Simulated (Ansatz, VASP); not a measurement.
# Two plane-wave programs on MgO

File INCAR:

```
ALGO = Normal ; EDIFF = 1E-6
ENCUT = 520 ; GGA = PE
ISIF = 2 ; ISMEAR = 0
LASPH = True ; LCHARG = False
LREAL = False ; LWAVE = False
NBANDS = 26 ; NELM = 80
PREC = Accurate ; SIGMA = 0.05
```

The input KPOINTS:

```
k-points
0
Gamma
  9 9 2
```

File POSCAR:

```
MgO
1.0
    3.2259000000      0.0000000000      0.0000000000
   -1.6129500000      2.7937113501      0.0000000000
    0.0000000000      0.0000000000      9.6728000000
Mg O
4 4
Direct
    0.3333333333      0.6666666667      0.9694906392
    0.0000000000      0.0000000000      0.2208211786
    0.0000000000      0.0000000000      0.7208211786
    0.6666666667      0.3333333333      0.4694906392
    0.3333333333      0.6666666667      0.7800420079
    0.0000000000      0.0000000000      0.5296443544
    0.0000000000      0.0000000000      0.0296443544
    0.6666666667      0.3333333333      0.2800420079
```

Input for Ansatz:

```yaml
crystal:
  lattice:
    - [3.2259, 0.0, 0.0]
    - [-1.61295, 2.7937113501, 0.0]
    - [0.0, 0.0, 9.6728]
  atoms:
    - { symbol: Mg, position: [0.3333333333, 0.6666666667, 0.9694906392] }
    - { symbol: Mg, position: [0.0, 0.0, 0.2208211786] }
    - { symbol: Mg, position: [0.0, 0.0, 0.7208211786] }
    - { symbol: Mg, position: [0.6666666667, 0.3333333333, 0.4694906392] }
    - { symbol: O, position: [0.3333333333, 0.6666666667, 0.7800420079] }
    - { symbol: O, position: [0.0, 0.0, 0.5296443544] }
    - { symbol: O, position: [0.0, 0.0, 0.0296443544] }
    - { symbol: O, position: [0.6666666667, 0.3333333333, 0.2800420079] }
basis:
  ecutwfc: 520.0
kpoints:
  mp_grid: { grid: [9, 9, 2] }
hamiltonian:
  xc: pbe
  pseudopotentials: { kind: paw, azcp: { folder: soft_1 } }
scf:
  occupations: { method: gaussian, width: 0.05 }
output:
  forces: true
  stress: true
  eigenvalues: true
```

Alike in both runs: task single point; functional PBE; k mesh 9 × 9 × 2; occupations gaussian, width 0.05 eV; no spin polarisation.

|  | VASP | Ansatz |
| --- | --- | --- |
| version | VASP 6.6.1 | Ansatz 0.2.0 |
| potentials or method | VASP PAW PBE potentials, release 64 (Mg, O) | scalar-relativistic, plane waves, PAW |
| plane-wave cutoff (eV) | 520 | 520 |
| valence electrons in the cell | 32 | 64 |

```tsv
	VASP	Ansatz	Ansatz less VASP
gap on the k mesh at the Fermi level (eV)	3.94	3.96	+0.016
least direct gap on the mesh (eV)	3.94	3.96	+0.016
pressure (GPa)	17.3	17.6	+0.26
largest component of the traceless stress (GPa)	14.32	14.05	-0.276
rms of the force components (eV/Å)	0.683	0.671	-0.0121
```

Atom by atom the forces differ by 0.012 eV/Å (rms over components). The functional is the same, so the differences come from potentials, cutoffs and numerics. The two sets of potentials don't hold the same shells in valence.

Caveats: so large a pressure means that the cell lies far from this level's equilibrium, or that cutoff or potentials fall short (VASP); forces of over 1 eV/Å show positions far from the minimum, so gaps and moduli don't describe the material at rest. PBE gaps usually lie below the measured ones, often by a third to a half.
